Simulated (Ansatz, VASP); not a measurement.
# YB6 in two plane-wave programs, part 2 of 2

One calculation is typed for both programs; each brings its own data sets. How far apart do they land? The structure shown comes from an earlier Ansatz run, which isn't shown and may have moved the atoms alone.

VASP 6.6.1 and Ansatz 0.2.0.

So far: Set-up; Ansatz: elastic constants, PBEsol.

## 3. VASP: elastic constants, PBEsol

Level of this step: PBEsol; plane waves and PAW (Y_sv, B) (VASP).

The same cell, functional, mesh and smearing now go to VASP, with its own data sets.

Lines of VASP's logs that name or quote its potential files are left out, and so is its time.

INCAR

```
SYSTEM = YB6
PREC = Accurate
ENCUT = 500
EDIFF = 1E-08
NELM = 120
ISMEAR = 1
SIGMA = 0.25
LREAL = .FALSE.
ALGO = Normal
GGA = PS
NBANDS = 21
LASPH = .TRUE.
LORBIT = 11
LWAVE = .FALSE.
LCHARG = .FALSE.
ISIF = 3
IBRION = 6
NFREE = 2
POTIM = 0.015
NSW = 1
GGA_COMPAT = .FALSE.
KPAR = 2
```

POSCAR

```
YB6
1.0
    4.0751821401      0.0000000000      0.0000000000
    0.0000000000      4.0751821401      0.0000000000
    0.0000000000      0.0000000000      4.0751821401
Y B
1 6
Direct
    0.0000000000      0.0000000000      0.0000000000
    0.5000000000      0.5000000000      0.1988129338
    0.5000000000      0.5000000000      0.8011870662
    0.1988129338      0.5000000000      0.5000000000
    0.8011870662      0.5000000000      0.5000000000
    0.5000000000      0.1988129338      0.5000000000
    0.5000000000      0.8011870662      0.5000000000
```

KPOINTS

```
Automatic mesh
0
Gamma
8 8 8
0 0 0
```

Potentials, in the order of the species: Y_sv and B (PBE family, release 64).

On the command line:

```sh
$ mpirun -np 2 vasp_std
```

Numbers of over 12 decimals in the logs are rounded to 6 here.

The program printed:

```text
[banner, memory and clock lines left out]
running    2 mpi-ranks, on    1 nodes
 distrk:  each k-point on    1 cores,    2 groups
 distr:  one band on    1 cores,    1 groups

 POSCAR found type information on POSCAR Y B
 POSCAR found :  2 types and       7 ions
|                                                                             |
|               ----> ADVICE to this user running VASP <----                  |
|                                                                             |
|     You enforced a specific xc type in the INCAR file but a different       |
|     [... a line on the potential file left out ...]
|     I HOPE YOU KNOW WHAT YOU ARE DOING!                                     |
|                                                                             |

 LDA part: xc-table for (Slater+PW92), standard interpolation
 POSCAR, INCAR and KPOINTS ok, starting setup
 FFT: planning ... GRIDC
 FFT: planning ... GRID_SOFT
 FFT: planning ... GRID
 WAVECAR not read
 entering main loop
       N       E                     dE             d eps       ncg     rms          rms(c)
DAV:   1     0.856120196074E+02    0.85612E+02   -0.13836E+04  1470   0.125E+03
DAV:   2    -0.552715938318E+02   -0.14088E+03   -0.13512E+03  1976   0.258E+02
DAV:   3    -0.602917770600E+02   -0.50202E+01   -0.49832E+01  2263   0.422E+01
DAV:   4    -0.603856245755E+02   -0.93848E-01   -0.93650E-01  2019   0.496E+00
DAV:   5    -0.603873638416E+02   -0.17393E-02   -0.17390E-02  2061   0.582E-01    0.156E+01
DAV:   6    -0.527267582079E+02    0.76606E+01   -0.12180E+01  1891   0.210E+01    0.134E+01
DAV:   7    -0.518832694031E+02    0.84349E+00   -0.67701E+00  2018   0.117E+01    0.121E+01
DAV:   8    -0.521387120450E+02   -0.25544E+00   -0.25287E+00  1768   0.820E+00    0.218E+00
DAV:   9    -0.518612910916E+02    0.27742E+00   -0.10925E+00  1714   0.519E+00    0.308E-01
DAV:  10    -0.518630661774E+02   -0.17751E-02   -0.58267E-02  1855   0.133E+00    0.919E-01
DAV:  11    -0.518630328789E+02    0.33299E-04   -0.18956E-03  1957   0.246E-01    0.384E-01
DAV:  12    -0.518628695304E+02    0.16335E-03   -0.71717E-04  1926   0.144E-01    0.125E-01
DAV:  13    -0.518628551612E+02    0.14369E-04   -0.89584E-05  1908   0.566E-02    0.403E-02
DAV:  14    -0.518628550604E+02    0.10079E-06   -0.22686E-06  2081   0.901E-03    0.299E-02
DAV:  15    -0.518628547328E+02    0.32768E-06   -0.15923E-06  2261   0.654E-03    0.924E-03
DAV:  16    -0.518628547392E+02   -0.64374E-08   -0.22723E-07  1981   0.271E-03    0.507E-03
DAV:  17    -0.518628547457E+02   -0.64504E-08   -0.16095E-08  1696   0.736E-04
   1 F= -.51862855E+02 E0= -.51863363E+02  d E =0.152575E-02
[... from here on, the cycles between the ionic steps are left out ...]
   2 F= -.51842292E+02 E0= -.51842816E+02  d E =0.157078E-02
  11 F= -.51858063E+02 E0= -.51858602E+02  d E =0.161734E-02
  12 F= -.51858063E+02 E0= -.51858602E+02  d E =0.161738E-02
  13 F= -.51858063E+02 E0= -.51858602E+02  d E =0.161732E-02
  14 F= -.51862673E+02 E0= -.51863181E+02  d E =0.152430E-02
  15 F= -.51862673E+02 E0= -.51863181E+02  d E =0.152432E-02
  16 F= -.51861318E+02 E0= -.51861832E+02  d E =0.154058E-02
  17 F= -.51861318E+02 E0= -.51861832E+02  d E =0.154058E-02
  18 F= -.51857637E+02 E0= -.51858228E+02  d E =0.177541E-02
 Finite differences progress:
  Degree of freedom:   9/  9
  Displacement:        1/  2
  Total:              17/ 18
 bond charge predicted
       N       E                     dE             d eps       ncg     rms          rms(c)
DAV:   1    -0.518617732395E+02   -0.41366E-02   -0.67490E-01  3200   0.440E+00    0.331E-01
DAV:   2    -0.518591424000E+02    0.26308E-02   -0.15498E-02  3856   0.708E-01    0.169E-01
DAV:   3    -0.518585743979E+02    0.56800E-03   -0.28159E-03  3653   0.262E-01    0.497E-02
DAV:   4    -0.518585571452E+02    0.17253E-04   -0.35079E-04  3888   0.966E-02    0.268E-02
DAV:   5    -0.518585521778E+02    0.49674E-05   -0.25644E-05  3784   0.288E-02    0.726E-03
DAV:   6    -0.518585520646E+02    0.11324E-06   -0.30672E-06  4193   0.111E-02    0.226E-03
DAV:   7    -0.518585520476E+02    0.16941E-07   -0.15349E-07  3943   0.240E-03    0.157E-03
DAV:   8    -0.518585520137E+02    0.33981E-07   -0.25832E-08  3359   0.104E-03    0.400E-04
DAV:   9    -0.518585520042E+02    0.94210E-08   -0.92200E-09  2230   0.590E-04
  19 F= -.51858552E+02 E0= -.51858981E+02  d E =0.128804E-02
 Finite differences progress:
  Degree of freedom:   9/  9
  Displacement:        2/  2
  Total:              18/ 18
```

Parts of OUTCAR (step 3):

```text
ion  position               nearest neighbor table
   1  0.000  0.000  0.000-   4 2.99   5 2.99   6 2.99   7 2.99   4 2.99   5 2.99   6 2.99   7 2.99
                             4 2.99   5 2.99   4 2.99   5 2.99   6 2.99   7 2.99   6 2.99   7 2.99
   2  0.500  0.500  0.199-   3 1.62   4 1.74   5 1.74   6 1.74   7 1.74   1 2.99   1 2.99   1 2.99
                             1 2.99
   3  0.500  0.500  0.801-   2 1.62   4 1.74   5 1.74   6 1.74   7 1.74   1 2.99   1 2.99   1 2.99
                             1 2.99
   4  0.199  0.500  0.500-   5 1.62   3 1.74   2 1.74   6 1.74   7 1.74   1 2.99   1 2.99   1 2.99
                             1 2.99
   5  0.801  0.500  0.500-   4 1.62   3 1.74   2 1.74   6 1.74   7 1.74   1 2.99   1 2.99   1 2.99
                             1 2.99
   6  0.500  0.199  0.500-   7 1.62   3 1.74   4 1.74   5 1.74   2 1.74   1 2.99   1 2.99   1 2.99
                             1 2.99
   7  0.500  0.801  0.500-   6 1.62   3 1.74   4 1.74   5 1.74   2 1.74   1 2.99   1 2.99   1 2.99
                             1 2.99

  LATTYP: Found a simple cubic cell.
 ALAT       =     4.0751821401

 Subroutine GETGRP returns: Found 48 space group operations
 (whereof 48 operations were pure point group operations)

The static configuration has the point symmetry O_h .

 Found     35 irreducible k-points:

   k-points           NKPTS =     35   k-points in BZ     NKDIM =     35   number of bands    NBANDS=     21

   dimension x,y,z NGX =    30 NGY =   30 NGZ =   30
   dimension x,y,z NGXF=    60 NGYF=   60 NGZF=   60

   ENCUT  =  500.0 eV  36.75 Ry    6.06 a.u.   7.43  7.43  7.43*2*pi/ulx,y,z

   NELECT =      29.0000    total number of electrons

 k-points in reciprocal lattice and weights: Automatic mesh
   0.00000000  0.00000000  0.00000000       0.002
   0.12500000  0.00000000  0.00000000       0.012
   0.25000000  0.00000000  0.00000000       0.012
   0.37500000  0.00000000  0.00000000       0.012
   0.50000000  0.00000000  0.00000000       0.006
   0.12500000  0.12500000  0.00000000       0.023
   0.25000000  0.12500000  0.00000000       0.047
   0.37500000  0.12500000  0.00000000       0.047
   0.50000000  0.12500000  0.00000000       0.023
[...]
0.50000000  0.50000000  0.37500000       0.012
   0.50000000  0.50000000  0.50000000       0.002

 average (electrostatic) potential at core
       1 -35.4331       2 -26.1761       3 -26.1559       4 -26.1606       5 -26.1606
       6 -26.1606       7 -26.1606

 E-fermi :   6.5211

 k-point     1 :       0.0000    0.0000    0.0000
  band No.  band energies     occupation
    ...
     10      -0.5891      2.00000
     11      -0.5365      2.00000
     12       4.5647      2.00000
     13       4.5873      2.00000
     14       4.5873      2.00000
     15       7.5579     -0.00000
     16       7.5683     -0.00000
     17       7.6083     -0.00000
     18       7.6083     -0.00000
     19       7.6574     -0.00000
    ...

 k-point     2 :       0.1250    0.0000    0.0000
  band No.  band energies     occupation
    ...
     11       0.2999      2.00000
     12       4.1282      2.00000
     13       4.1498      2.00000
     14       4.6643      2.00000
     15       6.1917      2.06858
     16       7.7119     -0.00000
     17       8.1483     -0.00000
     18       8.2060     -0.00000
     19       9.0755     -0.00000
     20       9.3754     -0.00000
    ...

 k-point     3 :       0.2500    0.0000    0.0000
  band No.  band energies     occupation
    ...
     11       1.6131      2.00000
     12       3.3896      2.00000
     13       3.4090      2.00000
     14       4.8736      2.00000
     15       5.0155      2.00000
     16       8.1055     -0.00000
     17       8.2837     -0.00000
     18       8.3210     -0.00000
     19       8.8767     -0.00000
[...]
1 f  =   41.163676 THz   258.639003 2PiTHz 1373.072428 cm-1   170.239208 meV
             X         Y         Z           dx          dy          dz
      0.000000  0.000000  0.000000     0.000000   -0.000000   -0.000000
      2.037591  2.037591  0.810199     0.000000    0.000000   -0.408248
      2.037591  2.037591  3.264983     0.000000   -0.000000    0.408248
      0.810199  2.037591  2.037591    -0.408248    0.000000   -0.000000
      3.264983  2.037591  2.037591     0.408248    0.000000   -0.000000
      2.037591  0.810199  2.037591    -0.000000   -0.408248    0.000000
      2.037591  3.264983  2.037591    -0.000000    0.408248    0.000000

   2 f  =   36.416750 THz   228.813191 2PiTHz 1214.732037 cm-1   150.607510 meV
             X         Y         Z           dx          dy          dz
      0.000000  0.000000  0.000000     0.000000   -0.000000   -0.000000
      2.037591  2.037591  0.810199     0.000000    0.000000    0.344589
      2.037591  2.037591  3.264983    -0.000000    0.000000   -0.344589
      0.810199  2.037591  2.037591     0.228883   -0.000000   -0.000000
      3.264983  2.037591  2.037591    -0.228883   -0.000000   -0.000000
      2.037591  0.810199  2.037591    -0.000000   -0.573472   -0.000000
      2.037591  3.264983  2.037591    -0.000000    0.573472    0.000000

   3 f  =   36.416750 THz   228.813191 2PiTHz 1214.732037 cm-1   150.607510 meV
             X         Y         Z           dx          dy          dz
      0.000000  0.000000  0.000000    -0.000000   -0.000000    0.000000
      2.037591  2.037591  0.810199    -0.000000   -0.000000    0.463240
      2.037591  2.037591  3.264983     0.000000   -0.000000   -0.463240
      0.810199  2.037591  2.037591    -0.530043   -0.000000   -0.000000
      3.264983  2.037591  2.037591     0.530043    0.000000    0.000000
      2.037591  0.810199  2.037591     0.000000    0.066803   -0.000000
      2.037591  3.264983  2.037591     0.000000   -0.066803    0.000000

   4 f  =   26.570722 THz   166.948767 2PiTHz  886.303870 cm-1   109.887625 meV
             X         Y         Z           dx          dy          dz
      0.000000  0.000000  0.000000     0.005553    0.008687    0.000636
      2.037591  2.037591  0.810199    -0.157854   -0.246939    0.035228
      2.037591  2.037591  3.264983    -0.157854   -0.246939    0.035228
      0.810199  2.037591  2.037591     0.307644   -0.246939   -0.018076
      3.264983  2.037591  2.037591     0.307644   -0.246939   -0.018076
      2.037591  0.810199  2.037591    -0.157854    0.481263   -0.018076
      2.037591  3.264983  2.037591    -0.157854    0.481263   -0.018076

   5 f  =   26.570722 THz   166.948767 2PiTHz  886.303870 cm-1   109.887625 meV
             X         Y         Z           dx          dy          dz
      0.000000  0.000000  0.000000    -0.007684    0.004530    0.005210
      2.037591  2.037591  0.810199     0.218419   -0.128782    0.288622
      2.037591  2.037591  3.264983     0.218419   -0.128782    0.288622
      0.810199  2.037591  2.037591    -0.425680   -0.128782   -0.148094
      3.264983  2.037591  2.037591    -0.425680   -0.128782   -0.148094
      2.037591  0.810199  2.037591     0.218419    0.250986   -0.148094
      2.037591  3.264983  2.037591     0.218419    0.250986   -0.148094

   6 f  =   26.570722 THz   166.948767 2PiTHz  886.303870 cm-1   109.887625 meV
             X         Y         Z           dx          dy          dz
      0.000000  0.000000  0.000000     0.004102   -0.003274    0.008897
      2.037591  2.037591  0.810199    -0.116614    0.093058    0.492906
      2.037591  2.037591  3.264983    -0.116614    0.093058    0.492906
      0.810199  2.037591  2.037591     0.227270    0.093058   -0.252913
      3.264983  2.037591  2.037591     0.227270    0.093058   -0.252913
      2.037591  0.810199  2.037591    -0.116614   -0.181361   -0.252913
      2.037591  3.264983  2.037591    -0.116614   -0.181361   -0.252913

   7 f  =   21.820315 THz   137.101082 2PiTHz  727.847359 cm-1    90.241531 meV
             X         Y         Z           dx          dy          dz
      0.000000  0.000000  0.000000     0.000000    0.000000   -0.000000
      2.037591  2.037591  0.810199     0.497960   -0.008969    0.000000
      2.037591  2.037591  3.264983    -0.497960    0.008969   -0.000000
      0.810199  2.037591  2.037591    -0.000000    0.044216    0.497960
      3.264983  2.037591  2.037591    -0.000000   -0.044216   -0.497960
      2.037591  0.810199  2.037591     0.044216    0.000000   -0.008969
      2.037591  3.264983  2.037591    -0.044216   -0.000000    0.008969

   8 f  =   21.820315 THz   137.101082 2PiTHz  727.847359 cm-1    90.241531 meV
             X         Y         Z           dx          dy          dz
      0.000000  0.000000  0.000000    -0.000000   -0.000000   -0.000000
      2.037591  2.037591  0.810199     0.042241   -0.079457   -0.000000
      2.037591  2.037591  3.264983    -0.042241    0.079457   -0.000000
      0.810199  2.037591  2.037591     0.000000   -0.491836    0.042241
      3.264983  2.037591  2.037591     0.000000    0.491836   -0.042241
      2.037591  0.810199  2.037591    -0.491836    0.000000   -0.079457
      2.037591  3.264983  2.037591     0.491836    0.000000    0.079457

   9 f  =   21.820315 THz   137.101082 2PiTHz  727.847359 cm-1    90.241531 meV
             X         Y         Z           dx          dy          dz
      0.000000  0.000000  0.000000     0.000000    0.000000    0.000000
      2.037591  2.037591  0.810199    -0.015849   -0.493565    0.000000
      2.037591  2.037591  3.264983     0.015849    0.493565    0.000000
      0.810199  2.037591  2.037591     0.000000    0.078375   -0.015849
      3.264983  2.037591  2.037591     0.000000   -0.078375    0.015849
      2.037591  0.810199  2.037591     0.078375   -0.000000   -0.493565
      2.037591  3.264983  2.037591    -0.078375   -0.000000    0.493565

  10 f  =   16.316458 THz   102.519331 2PiTHz  544.258464 cm-1    67.479419 meV
             X         Y         Z           dx          dy          dz
      0.000000  0.000000  0.000000     0.000000   -0.000000    0.000000
      2.037591  2.037591  0.810199     0.496830   -0.000002   -0.000000
      2.037591  2.037591  3.264983    -0.496830    0.000002    0.000000
      0.810199  2.037591  2.037591    -0.000000   -0.056211   -0.496830
      3.264983  2.037591  2.037591    -0.000000    0.056211    0.496830
      2.037591  0.810199  2.037591     0.056211    0.000000    0.000002
      2.037591  3.264983  2.037591    -0.056211   -0.000000   -0.000002

  11 f  =   16.316458 THz   102.519331 2PiTHz  544.258464 cm-1    67.479419 meV
             X         Y         Z           dx          dy          dz
      0.000000  0.000000  0.000000     0.000000    0.000000   -0.000000
      2.037591  2.037591  0.810199    -0.002782   -0.499388    0.000000
      2.037591  2.037591  3.264983     0.002782    0.499388    0.000000
      0.810199  2.037591  2.037591    -0.000000   -0.024569    0.002782
      3.264983  2.037591  2.037591    -0.000000    0.024569   -0.002782
      2.037591  0.810199  2.037591     0.024569    0.000000    0.499388
      2.037591  3.264983  2.037591    -0.024569    0.000000   -0.499388

  12 f  =   16.316458 THz   102.519331 2PiTHz  544.258464 cm-1    67.479419 meV
             X         Y         Z           dx          dy          dz
      0.000000  0.000000  0.000000     0.000000    0.000000    0.000000
      2.037591  2.037591  0.810199    -0.056142    0.024726    0.000000
      2.037591  2.037591  3.264983     0.056142   -0.024726    0.000000
      0.810199  2.037591  2.037591    -0.000000   -0.496222    0.056142
    [... 91 further lines ...]
      2.037591  0.810199  2.037591    -0.216257    0.152259   -0.016256
      2.037591  3.264983  2.037591    -0.216257    0.152259   -0.016256

 ELASTIC MODULI CONTR FROM IONIC RELAXATION (kBar)
 Direction    XX          YY          ZZ          XY          YZ          ZX
 --------------------------------------------------------------------------------
 XX         -30.1561    -26.4269    -26.4269      0.0000      0.0000     -0.0000
 YY         -26.4269    -30.1561    -26.4269      0.0000      0.0000     -0.0000
 ZZ         -26.4269    -26.4269    -30.1561      0.0000      0.0000     -0.0000
 XY           0.0000      0.0000      0.0000   -657.1538     -0.0000      0.0000
 YZ           0.0000      0.0000      0.0000     -0.0000   -657.1538      0.0000
 ZX          -0.0000     -0.0000     -0.0000      0.0000      0.0000   -657.1538
 --------------------------------------------------------------------------------

 TOTAL ELASTIC MODULI (kBar)
 Direction    XX          YY          ZZ          XY          YZ          ZX
 --------------------------------------------------------------------------------
 XX        4741.9394    292.2621    292.2621      0.0000      0.0000     -0.0000
 YY         292.2621   4741.9394    292.2621      0.0000      0.0000     -0.0000
 ZZ         292.2621    292.2621   4741.9394      0.0000      0.0000     -0.0000
 XY           0.0000      0.0000      0.0000    351.6246     -0.0000      0.0000
 YZ           0.0000      0.0000      0.0000     -0.0000    351.6246      0.0000
 ZX          -0.0000     -0.0000     -0.0000      0.0000      0.0000    351.6246
 --------------------------------------------------------------------------------

 total charge
# of ion       s       p       d       f       tot
--------------------------------------------------
    1        2.104   6.185   0.910   0.058   9.256
    2        0.703   1.408   0.000   0.000   2.111
    3        0.703   1.408   0.000   0.000   2.111
    4        0.703   1.408   0.000   0.000   2.111
    5        0.703   1.408   0.000   0.000   2.111
    6        0.703   1.408   0.000   0.000   2.111
    7        0.703   1.408   0.000   0.000   2.111
--------------------------------------------------
tot          6.321  14.632   0.910   0.058  21.921
```

CONTCAR:

```
YB6
   1.00000000000000
     4.0751821400999999    0.0000000000000000    0.0000000000000000
     0.0000000000000000    4.0751821400999999    0.0000000000000000
     0.0000000000000000    0.0000000000000000    4.0751821400999999
  Y               B
     1     6
Direct
     0.0000000000000000    0.0000000000000000    0.0000000000000000
     0.4999999999999999    0.4999999999999999    0.1951321167262300
     0.5000000000000000    0.5000000000000000    0.8011870662000007
     0.1988129337999993    0.5000000000000000    0.5000000000000000
     0.8011870662000007    0.5000000000000000    0.5000000000000000
     0.5000000000000000    0.1988129337999993    0.5000000000000000
     0.5000000000000000    0.8011870662000007    0.5000000000000000
```

This run has no spin polarisation. Its electron count is odd, so without a moment it is a metal by construction.

Levels, forces or a CONTCAR printed for this step are those of its last displaced cell, not of the structure at rest.

## 4. Differences

Known differences besides the potentials themselves: the cutoff is 420 eV in Ansatz and 500 eV in VASP; Ansatz makes its cores anew for this functional, VASP keeps those of its PBE data sets; VASP takes each elastic constant from one size of strain, Ansatz from those that its log lists. Total energies have different zeros and are not compared.

Compared:

```tsv
quantity	Ansatz	VASP	difference
C11 (GPa)	473.8	474.2	-0.08 %
C22 (GPa)	473.8	474.2	-0.08 %
C33 (GPa)	473.8	474.2	-0.08 %
C12 (GPa)	29.1	29.2	-0.51 %
C13 (GPa)	29.1	29.2	-0.51 %
C23 (GPa)	29.1	29.2	-0.51 %
C44 (GPa)	35.3	35.2	+0.53 %
C55 (GPa)	35.3	35.2	+0.53 %
C66 (GPa)	35.3	35.2	+0.53 %
```

## 5. Results

```yaml
difference_in_c44_elastic_constants_pbesol: 0.53 %
```

What this shows: The difference in C44 is 0.53 % (elastic constants, PBEsol), within the 5 % picked in this series as the mark of a large difference. How closely two codes agree says nothing of how well the functional describes the real material.

[Lines on the potential files, build, host, timing and source positions are cut from VASP's logs without a mark.]

[Logs are printed without paths, hosts, clocks, repeated set-up lines and the standing remarks that a program may print on its own settings, such as how far it seeks lower states.]

[Hosts, paths, dates, database ids (printed as entryN), source tags and the programs' standing remarks are cut or masked in the printed files.]
